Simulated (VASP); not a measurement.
A run of VASP 6.6.1 is set up as follows.

Contents of INCAR:

```
PREC = Accurate
ENCUT = 900
EDIFF = 1E-7
ISMEAR = -5
SIGMA = 0.05
LREAL = F
LASPH = T
NELM = 120
ALGO = Normal
ISIF = 2
LWAVE = F
LCHARG = T
ISPIN = 2
MAGMOM = 0 0
LORBIT = 11
LMAXMIX = 4
LDAU = T
LDAUTYPE = 2
LDAUL = 2 -1
LDAUU = 4 0
LDAUJ = 0 0
LDAUPRINT = 1
METAGGA = R2SCAN
LMIXTAU = T
IVDW = 12
VDW_S6 = 1.0
VDW_S8 = 0.78981345
VDW_A1 = 0.49484001
VDW_A2 = 5.73083694
LELF = T
```

File KPOINTS:

```
Automatic mesh
0
Gamma
  9 9 9
```

Contents of POSCAR:

```
MnS
1.0
    0.0000000000      2.4734634191      2.4734634191
    2.4734634191      0.0000000000      2.4734634191
    2.4734634191      2.4734634191      0.0000000000
Mn S
1 1
Direct
    0.0000000000      0.0000000000      0.0000000000
    0.7500000000      0.7500000000      0.7500000000
```

Potentials or basis: VASP PAW PBE potentials, release 64 (Mn_pv, S_h).

The run is started by

```bash
$ cat potpaw_PBE.64/Mn_pv/POTCAR potpaw_PBE.64/S_h/POTCAR > POTCAR
$ mpirun -np 1 vasp_std > vasp.out
```

(1) Predict the dispersion energy per atom.

(2) What does it give for the pressure?

Results:

(1) -0.225 eV.

(2) 11.3 GPa.

Caveat: the PAW data sets were made with another functional, which shifts forces and pressure a little; pairwise dispersion overbinds metals, which lowers pressure and volume; tetrahedron occupations give inexact forces and stress in metals.
